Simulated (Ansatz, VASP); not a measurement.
One calculation of Co, two programs

Contents of INCAR:

```
PREC     = Accurate       # precision mode
ENCUT    = 520            # plane-wave cutoff, eV
EDIFF    = 1E-6           # SCF threshold, eV
ISMEAR   = 0              # smearing method
SIGMA    = 0.1            # smearing width, eV
LREAL    = F              # projectors in reciprocal space
LASPH    = T              # aspherical terms in the spheres
NELM     = 150            # most SCF steps
ALGO     = Normal         # electronic algorithm
ISIF     = 2              # what is computed and relaxed
LWAVE    = F              # write WAVECAR
LCHARG   = T              # write CHGCAR
ISPIN    = 2              # spin polarisation
MAGMOM   = 3 3            # initial moments
LORBIT   = 11             # projections on sites
LMAXMIX  = 4              # l up to which the mixer works
GGA      = PS             # functional
LELF     = T              # ELF
LVHAR    = T            
NBANDS   = 20             # bands
```

Contents of KPOINTS:

```
regular mesh
0
Gamma
  8 8 8
```

The input POSCAR:

```
Co
1.0
   -2.1687425347      2.1687425347      1.1830890865
    2.1687425347     -2.1687425347      1.1830890865
    2.1687425347      2.1687425347     -1.1830890865
Co
2
Direct
    0.0000000000      0.0000000000      0.0000000000
    0.7500000000      0.2500000000      0.5000000000
```

Input for Ansatz:

```yaml
crystal:
  lattice:
    - [-2.1687425347, 2.1687425347, 1.1830890865]
    - [2.1687425347, -2.1687425347, 1.1830890865]
    - [2.1687425347, 2.1687425347, -1.1830890865]
  atoms:
    - { symbol: Co, position: [0.0, 0.0, 0.0], spin: 3.0 }
    - { symbol: Co, position: [0.75, 0.25, 0.5], spin: 3.0 }
basis:
  ecutwfc: 420
kpoints:
  mp_grid: { grid: [8, 8, 8] }
hamiltonian:
  xc: pbesol
scf:
  occupations: { method: gaussian, width: 0.1 }
  lower_state_search: "off"
output:
  forces: true
  stress: true
  eigenvalues: true
  populations: true
magnetization:
  spin_polarized: true
```

Alike in both runs: task single point; functional PBEsol; k mesh 8 × 8 × 8; occupations gaussian, width 0.1 eV; collinear spin.

|  | VASP | Ansatz |
| --- | --- | --- |
| version | VASP 6.6.1 | Ansatz 0.2.0 |
| potentials or method | VASP PAW PBE potentials, release 64 (Co) | scalar-relativistic, plane waves, PAW |
| plane-wave cutoff (eV) | 520 | 420 |
| valence electrons in the cell | 18 | 34 |

|  | VASP | Ansatz | Ansatz less VASP |
| --- | --- | --- | --- |
| gap on the k mesh at the Fermi level (eV) | none | none | - |
| pressure (GPa) | 6.1 | 7.3 | +1.20 |
| largest component of the traceless stress (GPa) | 4.38 | 4.69 | +0.309 |
| net moment per atom (μB) | 1.71 | 1.73 | +0.013 |
| size of the moment on the site where the two differ most (μB) | 1.71 | 1.74 | +0.032 |

Site moments also hang on the region over which each program counts them. A gap of «none» marks a metal or a gap that the smearing closes. The two sets of potentials don't hold the same shells in valence.

Caveats: the k mesh is coarse (spacing up to 0.38 Å⁻¹), so the values aren't converged; the PAW data sets were made with another functional, which shifts forces and pressure a little (VASP).
